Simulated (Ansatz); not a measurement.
GaN:

```
Ga N
1.0
     0.00000    2.13524    2.13524
     2.13524    0.00000    2.13524
     2.13524    2.13524    0.00000
Ga N
1 1
Direct
  0.00000 0.00000 0.00000
  0.50000 0.50000 0.50000
```

Measurements of this composition are mostly on another form, of space group No. 186.

* Program: Ansatz 0.2.0
* Task: relaxation of cell and atoms
* Functional: RPBE
* Potentials or basis: Ansatz PAW
* Cutoff: 420 eV (not typed: the program's choice for these potentials)
* k mesh: 11 × 11 × 11
* Occupations: fermi-dirac, width 0.05 eV
* Spin: no spin polarisation

At the start: volume 9.74 Å³/atom.

Problem. Where does the relaxation end?

Solution. It ends after 7 steps and the volume is 9.94 Å³/atom (+2.1 %); space group Fm-3m (No. 225, to 0.05 Å).

Step by step:
| step | energy change (eV) | largest force (eV/Å) | volume (Å³) |
| --- | --- | --- | --- |
| 1 | 0.0000 | 0.0000 | 19.47 |
| 2 | -0.0035 | 0.0000 | 19.72 |
| 3 | -0.0037 | 0.0000 | 19.86 |
| 4 | -0.0037 | 0.0000 | 19.86 |
| 5 | -0.0052 | 0.0000 | 19.86 |
| 6 | -0.0052 | 0.0000 | 19.87 |
| 7 | -0.0052 | 0.0000 | 19.87 |

Final structure:
```
Ga N
1.0
     0.00000    2.14978    2.14978
     2.14978    0.00000    2.14978
     2.14978    2.14978    0.00000
Ga N
1 1
Direct
  0.00000 0.00000 0.00000
  0.50000 0.50000 0.50000
```

Caveat: the plane-wave basis is chosen anew once the cell has moved, so the energies of steps on either side of that aren't comparable; the pressure holds a Pulay correction of +0.6 GPa for the finite cutoff; the PAW data sets come from PBE, with cores solved anew for the run's functional, which leaves a small shift of forces and pressure.
